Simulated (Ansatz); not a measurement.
## Random displacements in Al3GaN4

Level of theory: DFT r2SCAN, scalar-relativistic, plane waves, PAW in Ansatz. The runs took a 500 eV cutoff, a Γ-centred 6×6×6 mesh and Gaussian smearing (0.05 eV). No spin polarisation. Energies are free energies at this smearing, counted from the undisturbed cell; pressure is positive in compression.

Reference structure (relaxed at this level; it needn't be the usual structure):

```
CELL_PARAMETERS angstrom
4.40124 0.00000 0.00000
0.00000 4.40124 0.00000
0.00000 0.00000 4.40124
ATOMIC_POSITIONS crystal
Al 0.50000 0.50000 0.00000
Al 0.50000 0.00000 0.50000
Al 0.00000 0.50000 0.50000
Ga 0.00000 0.00000 0.00000
N 0.74446 0.74446 0.25554
N 0.74446 0.25554 0.74446
N 0.25554 0.74446 0.74446
N 0.25554 0.25554 0.25554
```

After a displacement of all atoms with no net shift and a strain of the cell, the run gives ΔE = 55.6 meV/atom; stress (xx, yy, zz, yz, xz, xy; compression positive) (10.18, 10.90, 12.76, 11.95, -2.81, -5.12) GPa; gap on the mesh 3.56 eV.

| atom | Fx (eV/Å) | Fy | Fz |
| --- | --- | --- | --- |
| Al1 | -1.039 | -0.493 | -0.135 |
| Al2 | -1.481 | 2.047 | 1.015 |
| Al3 | -0.183 | -0.416 | 0.115 |
| Ga4 | -0.204 | 0.887 | 0.761 |
| N5 | 1.248 | -0.875 | -0.599 |
| N6 | 0.682 | -0.847 | -0.515 |
| N7 | 0.406 | 0.378 | -0.728 |
| N8 | 0.570 | -0.680 | 0.085 |

**Question.** Which displacements (Å, in the unstrained cell) and strain were applied?

**Answer.**
| atom | ux | uy | uz |
| --- | --- | --- | --- |
| Al1 | 0.03 | 0.01 | 0.04 |
| Al2 | 0.01 | -0.06 | -0.02 |
| Al3 | -0.01 | 0.01 | 0.00 |
| Ga4 | -0.01 | -0.01 | -0.06 |
| N5 | 0.00 | 0.04 | 0.01 |
| N6 | -0.03 | 0.04 | 0.00 |
| N7 | 0.01 | -0.04 | 0.03 |
| N8 | -0.02 | 0.01 | -0.01 |
Strain (Voigt, engineering shear): (-0.0068, -0.0140, -0.0236, -0.0403, -0.0002, 0.0116).

Cost: 1 run of about 1.1 core-minutes, on Arm Neoverse V1 (shared hosts).